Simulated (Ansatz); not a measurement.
**BP (F-43m), clamped-ion strain scan**

Theory: DFT LDA, scalar-relativistic, plane waves, PAW in Ansatz. Cutoff 300 eV, Γ-centred 6×6×6 k-points, Gaussian smearing of 0.05 eV. The mesh is coarse. No spin polarisation. Energies are free energies at this smearing, counted from the undisturbed cell; pressure is positive in compression.

Zero of the scan (as given, not relaxed at this level; it stands at -5.2 GPa):

```xyz
2
Lattice="0.0000 2.2690 2.2690 2.2690 0.0000 2.2690 2.2690 2.2690 0.0000" Properties=species:S:1:pos:R:3 pbc="T T T"
B     0.0000    0.0000    0.0000
P     3.4035    3.4035    3.4035
```

The cell is strained by ε times the Voigt pattern (1, 1, 0, 0, 0, 0) (xx, yy, zz, yz, xz, xy; engineering shear) with fractional coordinates fixed.

| ε | ΔE (meV/atom) |
| --- | --- |
| -0.0200 | -3.2 |
| -0.0150 | -4.4 |
| -0.0100 | -4.3 |
| -0.0050 | -3.0 |
| 0.0000 | 0.0 |
| 0.0050 | 4.3 |
| 0.0100 | 9.9 |
| 0.0150 | 17.2 |
| 0.0175 | 21.7 |
| 0.0200 | 26.4 |

Question: Predict the gap on the mesh (eV) at each point.

Answer:
```tsv
ε	gap on the mesh (eV)
-0.0200	1.07
-0.0150	1.13
-0.0100	1.19
-0.0050	1.24
0.0000	1.29
0.0050	1.24
0.0100	1.19
0.0150	1.13
0.0175	1.10
0.0200	1.07
```

Cost: 10 runs of about 0.22 core-minutes in all, on Intel Xeon Processor @ 2.50GHz (Skylake/Cascade Lake) (shared hosts).